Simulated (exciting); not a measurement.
Wanted: the native input for an exciting (release sodium) run.

| Property | Result |
| --- | --- |
| Task | single point |
| Functional | BLYP |
| Potentials or basis | all-electron LAPW+lo, shipped species files, valence relativity iora* |
| rgkmax | 9 |
| k mesh | 7 × 7 × 7 |
| Occupations | methfessel-paxton, width 0.2 eV |
| Spin | no spin polarisation |
| outputlevel | normal |
| gmaxvr (cutoff of density and potential) | 14 1/bohr |
| lmaxapw (and lmaxmat) | 10 |
| lmaxvr | 8 |
| nempty | 10 |
| Valence relativity | iora* |
| epsengy | 1e-05 Ha |
| epspot | 1e-05 Ha |
| maxscl | 60 |
| Muffin-tin radii | Bi 2.3 bohr |

The system is Bi.

```
Bi
1.0
     4.72898    0.00000    0.00000
     2.55449    3.97968    0.00000
     2.55449    1.39577    3.72688
Bi
2
Direct
  0.76600 0.76600 0.76600
  0.23400 0.23400 0.23400
```

The input as run:

input.xml

```xml
<input>
  <title>Bi</title>
  <structure speciespath="./" tshift="false">
    <crystal scale="1">
      <basevect>8.936477143319 0.000000000000 0.000000000000</basevect>
      <basevect>4.827289514681 7.520498632035 0.000000000000</basevect>
      <basevect>4.827289514681 2.637622759337 7.042786796016</basevect>
    </crystal>
    <species speciesfile="Bi.xml" rmt="2.3">
      <atom coord="0.766000000000 0.766000000000 0.766000000000"/>
      <atom coord="0.234000000000 0.234000000000 0.234000000000"/>
    </species>
  </structure>
  <groundstate do="fromscratch" ngridk="7 7 7" rgkmax="9" gmaxvr="14" lmaxapw="10" lmaxmat="10" lmaxvr="8" stype="Methfessel-Paxton 1" swidth="0.00734986" nempty="10" ValenceRelativity="iora*" epsengy="1e-05" epspot="1e-05" maxscl="60" tforce="true" outputlevel="normal">
    <libxc exchange="XC_GGA_X_B88" correlation="XC_GGA_C_LYP"/>
  </groundstate>
  <properties>
    <chargedensityplot>
      <plot3d>
        <box grid="24 24 24">
          <origin coord="0 0 0"/>
          <point coord="1 0 0"/>
          <point coord="0 1 0"/>
          <point coord="0 0 1"/>
        </box>
      </plot3d>
    </chargedensityplot>
    <elfplot>
      <plot3d>
        <box grid="24 24 24">
          <origin coord="0 0 0"/>
          <point coord="1 0 0"/>
          <point coord="0 1 0"/>
          <point coord="0 0 1"/>
        </box>
      </plot3d>
    </elfplot>
    <exccplot>
      <plot3d>
        <box grid="24 24 24">
          <origin coord="0 0 0"/>
          <point coord="1 0 0"/>
          <point coord="0 1 0"/>
          <point coord="0 0 1"/>
        </box>
      </plot3d>
    </exccplot>
  </properties>
</input>
```

Potentials or basis: all-electron LAPW+lo, shipped species files, valence relativity iora*.

Run with:

```sh
$ OMP_NUM_THREADS=1 exciting_smp
```

Results of the run:

- Largest force: 0.189 eV/Å
- Band gap on the k mesh: 0.28 eV, indirect (least direct gap 0.57 eV)
- All electrons inside the program's atomic spheres: Bi 79.84 (radii Bi 2.3 bohr)

Caveat: the log's total energy holds no entropy term; the free energy is that total less TS from the occupations; spin-orbit coupling is left out, which as a rule narrows the gap of such compounds by several tenths of an eV; an odd mesh through Γ misses points on the zone boundary, where band edges often lie.

Run time: 4.5 min on 1 thread of Arm Neoverse V1, on a shared host, peak memory 0.15 GiB.
